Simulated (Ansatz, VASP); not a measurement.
# AlB2H2: VASP beside Ansatz

```xyz
5
Lattice="1.6213 -2.3610 0.0000 1.6213 2.3610 0.0000 0.0000 0.0000 4.8835" Properties=species:S:1:pos:R:3 pbc="T T T"
Al    1.6213    0.0000    0.0000
B     0.0000    0.0000    3.2591
B     0.0000    0.0000    1.6243
H     0.8106    1.1805    2.4417
H     0.8106   -1.1805    2.4417
```

Alike in both runs: functional PBE; k mesh 6 × 6 × 4; occupations gaussian, width 0.1 eV; no spin polarisation.

Ansatz relaxed the structure, and its values are those at the end. VASP's run is a single point on that final structure, the one shown.

|  | VASP | Ansatz |
| --- | --- | --- |
| version | VASP 6.6.1 | Ansatz 0.2.0 |
| potentials or method | VASP PAW PBE potentials, release 64 (Al, B, H) | scalar-relativistic, plane waves, PAW |
| plane-wave cutoff (eV) | 520 | 420 |
| valence electrons in the cell | 11 | 11 |

Ansatz gave:

- gap on the k mesh at the Fermi level (eV): none
- pressure (GPa): 0.0
- rms of the force components (eV/Å): 0.013

Estimate VASP's values.

gap on the k mesh at the Fermi level (eV): none; pressure (GPa): -0.1; rms of the force components (eV/Å): 0.019.

A gap of «none» marks a metal or a gap that the smearing closes. The functional is the same, so the differences come from potentials, cutoffs and numerics.

Caveats: the k mesh is coarse (spacing up to 0.39 Å⁻¹), so the values aren't converged.
